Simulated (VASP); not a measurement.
# CdSe: X-ray absorption with a core hole

Wanted: the near-edge structure of CdSe. The cell has space group F-43m, a computed entry that need not be the common form of this compound. The start is a computed cell from the Materials Project.

Main program and level: VASP 6.6.1; PBE; plane waves and PAW (Cd, Cd, Se), in the first sound run; inputs show where later runs differ.

Report form: the programs' logs are mostly left out.

## Step 1: The starting structure

The cell holds 54 atoms: 27 Cd and 27 Se. Its edges and angles: a = 13.026 Å, b = 13.026 Å, c = 13.026 Å, α = 60.0°, β = 60.0°, γ = 60.0°. It derives from CdSe, repeated 3×3×3. Nearest the centre at fractional (0.000, 0.000, 0.000): Cd1 at 0.00 Å, Se28 at 2.66 Å, Se46 at 2.66 Å, Se34 at 2.66 Å, Se30 at 2.66 Å, Cd4 at 4.34 Å, Cd10 at 4.34 Å, Cd20 at 4.34 Å.

## Step 2: Supercell without a hole

The cell without a hole gives, with ICORELEVEL = 1, the Kohn-Sham core levels of the initial state. It is a supercell, which puts a hole 13.0 Å from its nearest image.

File INCAR:

```
SYSTEM = CdSe
PREC = Accurate
ENCUT = 400
EDIFF = 1E-06
NELM = 100
ISMEAR = 0
SIGMA = 0.05
LREAL = Auto
ALGO = Normal
GGA = PE
LWAVE = .FALSE.
LCHARG = .FALSE.
NCORE = 8
ICORELEVEL = 1
```

File POSCAR:

```
CdSe
1.0
    0.0000000000      9.2108135958      9.2108135958
    9.2108135958      0.0000000000      9.2108135958
    9.2108135958      9.2108135958      0.0000000000
Cd Cd Se
1 26 27
Direct
    0.0000000000      0.0000000000      0.0000000000
    0.0000000000      0.0000000000      0.3333333333
    0.0000000000      0.0000000000      0.6666666667
    0.0000000000      0.3333333333      0.0000000000
    0.0000000000      0.3333333333      0.3333333333
    0.0000000000      0.3333333333      0.6666666667
    0.0000000000      0.6666666667      0.0000000000
    0.0000000000      0.6666666667      0.3333333333
    0.0000000000      0.6666666667      0.6666666667
    0.3333333333      0.0000000000      0.0000000000
    0.3333333333      0.0000000000      0.3333333333
    0.3333333333      0.0000000000      0.6666666667
    0.3333333333      0.3333333333      0.0000000000
    0.3333333333      0.3333333333      0.3333333333
    0.3333333333      0.3333333333      0.6666666667
    0.3333333333      0.6666666667      0.0000000000
    0.3333333333      0.6666666667      0.3333333333
    0.3333333333      0.6666666667      0.6666666667
    0.6666666667      0.0000000000      0.0000000000
    0.6666666667      0.0000000000      0.3333333333
    0.6666666667      0.0000000000      0.6666666667
    0.6666666667      0.3333333333      0.0000000000
    0.6666666667      0.3333333333      0.3333333333
    0.6666666667      0.3333333333      0.6666666667
    0.6666666667      0.6666666667      0.0000000000
    0.6666666667      0.6666666667      0.3333333333
    0.6666666667      0.6666666667      0.6666666667
    0.0833333333      0.0833333333      0.0833333333
    0.0833333333      0.0833333333      0.4166666667
    0.0833333333      0.0833333333      0.7500000000
    0.0833333333      0.4166666667      0.0833333333
    0.0833333333      0.4166666667      0.4166666667
    0.0833333333      0.4166666667      0.7500000000
    0.0833333333      0.7500000000      0.0833333333
    0.0833333333      0.7500000000      0.4166666667
    0.0833333333      0.7500000000      0.7500000000
    0.4166666667      0.0833333333      0.0833333333
    0.4166666667      0.0833333333      0.4166666667
    0.4166666667      0.0833333333      0.7500000000
    0.4166666667      0.4166666667      0.0833333333
    0.4166666667      0.4166666667      0.4166666667
    0.4166666667      0.4166666667      0.7500000000
    0.4166666667      0.7500000000      0.0833333333
    0.4166666667      0.7500000000      0.4166666667
    0.4166666667      0.7500000000      0.7500000000
    0.7500000000      0.0833333333      0.0833333333
    0.7500000000      0.0833333333      0.4166666667
    0.7500000000      0.0833333333      0.7500000000
    0.7500000000      0.4166666667      0.0833333333
    0.7500000000      0.4166666667      0.4166666667
    0.7500000000      0.4166666667      0.7500000000
    0.7500000000      0.7500000000      0.0833333333
    0.7500000000      0.7500000000      0.4166666667
    0.7500000000      0.7500000000      0.7500000000
```

File KPOINTS:

```
Automatic mesh
0
Gamma
2 2 2
0 0 0
```

PAW data sets: Cd, Cd and Se (PBE family, release 64).

Launch:

```bash
> mpirun -np 8 vasp_std
```

Elapsed: 5.5 min, on 8 MPI ranks of AMD EPYC 7R43, shared host; peak memory 3 GiB; 43 min of CPU time.

These are scalar-relativistic Kohn-Sham levels of the ground state, with no core hole, so they are not binding energies.

Numbers from this step:

* free energy (TOTEN): -148.0780 eV
* Fermi energy: 0.9753 eV
* pressure: 1.204 GPa

The two shallowest core shells; atoms whose shallowest level rounds to another's at 0.01 eV are left out. Core levels, by row:

| atom | shell | level below the valence-band top (eV) |
| --- | --- | --- |
| Cd1 | 4s | 101.6 |
| Cd1 | 4p | 62.67 |
| Se28 | 3p | 146.3 |
| Se28 | 3d | 46.52 |

## Step 3: L2,3 edge, Wyckoff site Cd a, full hole, excited electron kept

This step: supercell core-hole method, PBE, full hole, excited electron kept; plane waves and PAW (Cd, Cd, Se) (VASP 6.6.1).

One core electron of the first atom, a species of its own in POSCAR, is moved to the lowest empty state, so the cell stays neutral. NBANDS covers the range above the edge.

Changes to INCAR since step 2:

```diff
@@ -12,3 +12,10 @@
 LCHARG = .FALSE.
-NCORE = 8
-ICORELEVEL = 1
+ICORELEVEL = 2
+CLNT = 1
+CLN = 2
+CLL = 1
+CLZ = 1
+CH_LSPEC = .TRUE.
+CH_NEDOS = 1500
+CH_SIGMA = 0.5
+NBANDS = 1136
```

POSCAR is that of step 2.

KPOINTS is that of step 2.

Launch:

```bash
> mpirun -np 8 vasp_std
```

Run time: 40 min. Hardware: 8 MPI ranks; peak memory 5.2 GiB.

This run has no spin polarisation.

This step gave:

```yaml
free_energy_toten: -251.4911 eV
energy_at_zero_smearing: -251.4855 eV
fermi_energy: 2.382 eV
pressure: 1.513 GPa
```

Smoothed further by a Gaussian, to a width of roughly 2 to 2.4 eV in all; heights scale with one over the cell volume; the energy axis is the program's own, and the fall at its high end is where NBANDS ends. The imaginary dielectric function times 10^5, xx by photon energy; read off at these points:

| photon energy (eV) | imaginary dielectric function times 10^5, xx |
| --- | --- |
| 3531.0 | 4.0e-6 |
| 3532.0 | 7.2e-5 |
| 3533.0 | 8.0e-4 |
| 3534.0 | 0.00465 |
| 3535.0 | 0.0122 |
| 3536.0 | 0.0187 |
| 3537.0 | 0.0226 |
| 3538.0 | 0.0226 |
| 3539.0 | 0.0226 |
| 3540.0 | 0.0240 |
| 3541.0 | 0.0267 |
| 3542.0 | 0.0321 |
| 3543.0 | 0.0363 |
| 3544.0 | 0.0423 |
| 3545.0 | 0.0492 |
| 3546.0 | 0.0432 |
| 3547.0 | 0.0376 |
| 3548.0 | 0.0431 |
| 3549.0 | 0.0477 |
| 3550.0 | 0.0451 |
| 3551.0 | 0.0534 |
| 3552.0 | 0.0587 |
| 3553.0 | 0.0641 |
| 3553.8 | 0.0680 |
| 3554.0 | 0.0675 |
| 3555.0 | 0.0593 |
| 3556.0 | 0.0553 |
| 3557.0 | 0.0584 |
| 3558.0 | 0.0575 |
| 3559.0 | 0.0576 |
| 3560.0 | 0.0560 |
| 3561.0 | 0.0448 |
| 3562.0 | 0.0396 |
| 3563.0 | 0.0524 |
| 3564.0 | 0.0648 |
| 3564.2 | 0.0651 |
| 3565.0 | 0.0573 |
| 3566.0 | 0.0448 |
| 3567.0 | 0.0483 |
| 3568.0 | 0.0540 |
| 3569.0 | 0.0487 |
| 3570.0 | 0.0276 |
| 3571.0 | 0.00760 |
| 3572.0 | 9.0e-4 |
| 3573.0 | 4.6e-5 |
| 3574.0 | 6.4e-7 |

The smoothed xx curve reaches a tenth of its top at about 3534 eV.

## Step 4: L2,3 edge, Wyckoff site Cd a, full hole

This step: supercell core-hole method, PBE, full hole; plane waves and PAW (Cd, Cd, Se) (VASP 6.6.1).

One core electron is taken from the first atom, which POSCAR lists as a species of its own, and NELECT stays that of the neutral valence shell, so the cell is charged against a background. NBANDS covers the range above the edge. The first density still holds the charge taken from the core, which is what the BRMIX lines of the log report.

Changes to INCAR since step 3:

```diff
@@ -21 +21,2 @@
 NBANDS = 1136
+NELECT = 486
```

POSCAR is that of step 3.

KPOINTS is that of step 3.

Launch:

```bash
> mpirun -np 8 vasp_std
```

It took 40 min on 8 MPI ranks; peak memory 5.4 GiB; 5.3 h of CPU time.

This step gave:

* free energy (TOTEN): -253.5182 eV
* Fermi energy: 0.9727 eV

Smoothed further by a Gaussian, to a width of roughly 2 to 2.4 eV in all; heights scale with one over the cell volume; the energy axis is the program's own, and the fall at its high end is where NBANDS ends. Table of imaginary dielectric function times 10^5, xx by photon energy; read off at these points:

photon energy (eV), imaginary dielectric function times 10^5, xx and a bar:
```
   3531.0     0.0000 
   3532.0     0.0002 
   3533.0     0.0013 #
   3534.0     0.0059 ###
   3535.0     0.0133 ######
   3536.0     0.0190 ########
   3537.0     0.0230 ##########
   3538.0     0.0224 ##########
   3539.0     0.0225 ##########
   3540.0     0.0245 ###########
   3541.0     0.0275 ############
   3542.0     0.0330 ###############
   3543.0     0.0374 #################
   3544.0     0.0440 ###################
   3544.8     0.0502 ######################
   3545.0     0.0502 ######################
   3546.0     0.0424 ###################
   3547.0     0.0377 #################
   3548.0     0.0446 ####################
   3549.0     0.0482 #####################
   3550.0     0.0452 ####################
   3551.0     0.0546 ########################
   3552.0     0.0602 ###########################
   3553.0     0.0650 #############################
   3553.8     0.0678 ##############################
   3554.0     0.0671 ##############################
   3555.0     0.0583 ##########################
   3556.0     0.0551 ########################
   3557.0     0.0587 ##########################
   3558.0     0.0573 #########################
   3559.0     0.0568 #########################
   3560.0     0.0551 ########################
   3561.0     0.0444 ####################
   3562.0     0.0405 ##################
   3563.0     0.0533 ########################
   3564.0     0.0643 ############################
   3565.0     0.0561 #########################
   3566.0     0.0443 ####################
   3567.0     0.0487 ######################
   3568.0     0.0546 ########################
   3569.0     0.0489 ######################
   3570.0     0.0278 ############
   3571.0     0.0076 ###
   3572.0     0.0010 
   3573.0     0.0000 
   3574.0     0.0000
```

The smoothed xx curve reaches a tenth of its top at about 3534 eV.

## Step 5: L2,3 edge, one more run, job XAS

This step: supercell core-hole method, PBE; plane waves and PAW (Cd, Se) (VASP 6.6.1).

System of this step: CdSe. Symmetry: F-43m, No. 216, cubic system. The conventional cell has a = 6.141 Å, b = 6.141 Å, c = 6.141 Å, α = 90.00°, β = 90.00°, γ = 90.00°. Cd has 4 Se at 2.66 Å nearest. Se has 4 Cd at 2.66 Å nearest. Farther neighbours and most contacts between anions are not listed.

This run repeats the step with a slip in the input.

File INCAR:

```
SYSTEM = CdSe
PREC = Accurate
ENCUT = 400
EDIFF = 1E-06
NELM = 60
ISMEAR = 0
SIGMA = 0.05
LREAL = .FALSE.
ALGO = Normal
GGA = PE
NBANDS = 56
LWAVE = .FALSE.
LCHARG = .FALSE.
KPAR = 8
ICORELEVEL = 2
CLNT = 1
CLN = 2
CLL = 1
CLZ = 1
CH_LSPEC = .TRUE.
CH_NEDOS = 1500
CH_SIGMA = 0.5
```

File POSCAR:

```
CdSe
1.0
    0.0000000000      3.0702711986      3.0702711986
    3.0702711986      0.0000000000      3.0702711986
    3.0702711986      3.0702711986      0.0000000000
Cd Se
1 1
Direct
    0.0000000000      0.0000000000      0.0000000000
    0.2500000000      0.2500000000      0.2500000000
```

File KPOINTS:

```
Automatic mesh
0
Gamma
6 6 6
0 0 0
```

Potentials, in the order of the species: Cd and Se (PBE family, release 64).

Launch:

```bash
> mpirun -np 8 vasp_std
```

It took 6.4 s on 8 MPI ranks; peak memory 1.2 GiB.

Convergence was reached, but on settings outside the sound range, so the numbers are no properties of the crystal.

The fault in the input: cell far too small for the hole. 

## Step 6: Summary

This step: supercell core-hole method, PBE; plane waves and PAW (VASP 6.6.1).

No new run; the numbers come from the runs before.

Core-hole runs:

| site | hole | cost (core minutes) |
| --- | --- | --- |
| Cd a | full hole, excited electron kept | 317.8 |
| Cd a | full hole | 321.2 |

## Step 7: Outcome

```yaml
l2_3_edge_of_cd_a_full_hole_excited_electron_kept: xx reaches a tenth of its top at 3534.3 eV on the program's axis; share within the next 5 eV of the next 20 eV: 13 %
l2_3_edge_of_cd_a_full_hole: xx reaches a tenth of its top at 3534.1 eV on the program's axis; share within the next 5 eV of the next 20 eV: 12 %
```

**Reading.** The Cd L2,3 edge, for light polarised along x, reaches a tenth of its top at 3534.3 eV on the program's axis. That mark passes over any weaker pre-edge, and only dipole transitions enter. The electron from the core stays in the cell and fills some of the lowest empty states. Whether the program still counts those as final states wasn't checked, so features at and just under the onset are in doubt. In the charged run (full hole) weight just under or at the onset may be a state bound to the hole or the highest filled band counted as a final state; this wasn't checked, so onset and share of that run are in doubt. Share of the first 20 eV of absorption, for light polarised along x, that lies within 5 eV of each run's own onset: 12 % with full hole and 13 % with full hole, excited electron kept. One site of the element was run (Wyckoff letter a). With 54 atoms and a 2×2×2 mesh the peak shapes still carry the imprint of the mesh. The fall at the high end is where NBANDS ends. The method knows neither the spin-orbit splitting of the core shell nor multiplets, so the measured edge has more structure; for so heavy an atom the two spin-orbit partners are separate edges, far apart. The other core electrons stay frozen, so neither the program's energy axis nor the change of TOTEN is an excitation energy; spectra are aligned at the onset when set beside measurement. Not tabulated here, as repeats of values shown or as unfit to read for their mesh, reference level or band range: gaps (L2,3 edge, supercell without a hole); core levels (L2,3 edge, L2,3 edge with a fault); pressures of a box with vacuum or a charge (L2,3 edge). The run with cell far too small for the hole isn't used: the holes of neighbouring cells overlap, and the excited electron stays in the cell.

[Lines on the potential files, build, host, timing and source positions are cut from VASP's logs without a mark.]

[Logs are printed without paths, hosts, clocks, repeated set-up lines and the standing remarks that a program may print on its own settings, such as how far it seeks lower states.]

[Hosts, paths, dates, database ids (printed as entryN), source tags and the programs' standing remarks are cut or masked in the printed files.]
